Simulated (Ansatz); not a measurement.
Crystal: MoS2.

```xyz
3
Lattice="1.5800 0.9122 6.1500 -1.5800 0.9122 6.1500 0.0000 -1.8244 6.1500" Properties=species:S:1:pos:R:3 pbc="T T T"
Mo    0.0000    0.0000    0.0000
S     0.0000    0.0000    7.6936
S     0.0000    0.0000    4.6125
```

Measurements of this composition are mostly on another form, of space group No. 194.

Base run:

```yaml
Program: Ansatz 0.2.0
Functional: BLYP
Potentials_or_basis: Ansatz PAW
Cutoff: "420 eV (not typed: the program's choice for these potentials)"
k_mesh: 10 × 10 × 10
Occupations: fermi-dirac, width 0.05 eV
Spin: no spin polarisation
```

Its results: band gap on the k mesh 0.97 eV, indirect (least direct gap 1.94 eV); pressure 12.9 GPa; largest force 0.933 eV/Å.

**Question.** The run is repeated on the same cell with these changes: functional from BLYP to PBE; occupations from fermi-dirac, width 0.05 eV to gaussian, width 0.011 eV. What comes out?

**Answer.** Band gap on the k mesh 0.95 eV, indirect (least direct gap 1.96 eV); pressure 5.4 GPa; largest force 0.521 eV/Å.

Caveats: the PAW data sets come from PBE, with cores solved anew for the run's functional, which leaves a small shift of forces and pressure (some runs).

A k mesh can miss the band edges.
